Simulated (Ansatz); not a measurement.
## Hg, space group P6/mmm: a surface slab, step by step

With the Python package of Ansatz (0.2.0).

Input file `hg.cif`:
```cif
data_Hg
_cell_length_a 5.466696
_cell_length_b 5.466696
_cell_length_c 3.185218
_cell_angle_alpha 90.00000
_cell_angle_beta 90.00000
_cell_angle_gamma 120.00000
_symmetry_space_group_name_H-M 'P 1'
_symmetry_Int_Tables_number 1
loop_
_symmetry_equiv_pos_as_xyz
'x, y, z'
loop_
_atom_site_label
_atom_site_type_symbol
_atom_site_fract_x
_atom_site_fract_y
_atom_site_fract_z
Hg1 Hg    0.333333    0.666667    0.500000
Hg2 Hg    0.666667    0.333333    0.500000
Hg3 Hg    0.000000    0.000000    0.000000
```

At the Python prompt:
```pycon
>>> import warnings
>>> import ansatz as az
>>> from ase.build import surface
>>> from ase.io import read
>>> import numpy as np
>>> warnings.simplefilter('ignore', az.DeckWarning)
>>> atoms = read('hg.cif')
>>> # the plane is named in the basis of this cell
>>> slab = surface(atoms, (1, 1, 0), 4, vacuum=8.0)
>>> slab.pbc = True
>>> print(slab.get_chemical_formula(), 'area {:.3f} A^2, cell height {:.2f} A'.format(np.linalg.norm(np.cross(slab.cell[0], slab.cell[1])), slab.cell[2, 2]))
Hg12 area 30.160 A^2, cell height 24.20 A
>>> def settings(structure):
...     return (
...         az.Crystal.from_ase(structure).calculation()
...         .functional('pbesol')
...         .basis(470)
...         .occupations(az.OccupationsMethod.FERMI_DIRAC, width=0.05)
...     )
...
>>> calc = (
...     settings(slab)
...     .kpoints(2, 5, 1)
...     .electric_field(axis=3, dipole_correction=True)
...     .potential()
...     .forces()
... )
>>> out = calc.run(threads=1)
RunWarning: The input density's exchange-correlation potential varies sharply where the density is thin. Do not read a vacuum level from v_tot or v_xc, or from such a field of the output density. On a cell that repeats whose density bears no net charge and no dipole along the vacuum's axis use v_es (v_loc + v_h of the components); under efield.dipole_correction with no amplitude use v_es + [...]
>>> r = out.report
>>> r['free_energy_ev']
-164014.64965951748
>>> print(f'slab free energy {r["free_energy_ev"]:.4f} eV, Fermi level {r["fermi_energy_ev"]:.3f} eV')
slab free energy -164014.6497 eV, Fermi level 2.788 eV
>>> for key, value in r['work_function'].items():
...     if isinstance(value, float):
...         print(f'{key:34s} {value:12.5f}')
...
ramp_position                           0.95000
ramp_width                              0.10000
amplitude_v_ang                         0.00000
dipole_field_v_ang                     -0.00000
dipole_moment_e_ang                    -0.00000
phi_plus_ev                             4.52844
phi_minus_ev                            4.52843
vacuum_level_plus_ev                    7.31672
vacuum_level_minus_ev                   7.31671
flatness_plus_ev_ang                    0.00002
flatness_minus_ev_ang                   0.00002
ramp_density_extremum_e_ang3           -0.00001
ramp_density_minimum_e_ang3            -0.00001
ramp_density_bound_e_ang3               0.00001
ramp_density_effective_e_ang3           0.00000
plane_spacing_ang                       0.13444
>>> # two faces, so half the excess energy for each
>>> bulk = settings(atoms).kpoints(5, 5, 7).run(threads=1).report
>>> excess = r['free_energy_ev'] - bulk['free_energy_ev'] * len(slab) / len(atoms)
>>> area = np.linalg.norm(np.cross(slab.cell[0], slab.cell[1]))
>>> print(f'mean surface energy {excess / (2 * area) * 16.02177:.3f} J/m^2 ({1000 * excess / (2 * area):.1f} meV/A^2)')
mean surface energy 0.257 J/m^2 (16.0 meV/A^2)
>>> v = out.potential()
>>> profile = (v.v_es_ev + (0 if v.v_field_ev is None else v.v_field_ev)).mean(axis=(0, 1))
>>> height = out.lattice.cell_ang[2][2]
>>> print('z (A)   planar potential less the Fermi level (eV)')
z (A)   planar potential less the Fermi level (eV)
>>> for i in range(0, len(profile), max(len(profile) // 24, 1)):
...     print(f'{i * height / len(profile):6.2f} {profile[i] - r["fermi_energy_ev"]:9.3f}')
...
  0.00     4.529
  0.94     4.529
  1.88     4.529
  2.82     4.529
  3.76     4.529
  4.71     4.525
  5.65     4.470
  6.59     3.645
  7.53    -7.277
  8.47    -7.353
  9.41     2.547
 10.35    -8.716
 11.29    -6.060
 12.23     2.371
 13.18    -9.656
 14.12    -4.413
 15.06     2.124
 16.00   -10.125
 16.94    -2.453
 17.88     4.124
 18.82     4.502
 19.76     4.527
 20.70     4.529
 21.65     4.529
 22.59     4.529
 23.53     4.529
```

Notes:
- Absolute energies stand on the zero of these potentials, so only differences at equal settings mean something. A total without «per atom» is that of the whole cell that was run.
- For a metal this k-point mesh is coarse: on a finer one energies can move by several to tens of meV an atom and pressures by half a GPa or more, differences at one mesh by less.
- An absolute Fermi energy rests on an arbitrary zero of the periodic potential and has no direct meaning.
- Spin-orbit coupling, which matters for elements this heavy, is left out.
- This isn't the structure that Hg takes at ambient conditions.
- Warnings are shown shortened and without file and line.
- The slab is thin and cut from the structure as given; a cut can leave two unlike or polar faces, and the surface energy is then their mean. Miller indices refer to the vectors of the cell as typed, and the lattice isn't relaxed for this functional, so relaxation and surface energy can hold strain.
- The script silences the warnings on its input, which a real study should read.
- Run time: 78 s on 1 thread of Arm Neoverse V2, on a shared host, peak memory 1.4 GiB.
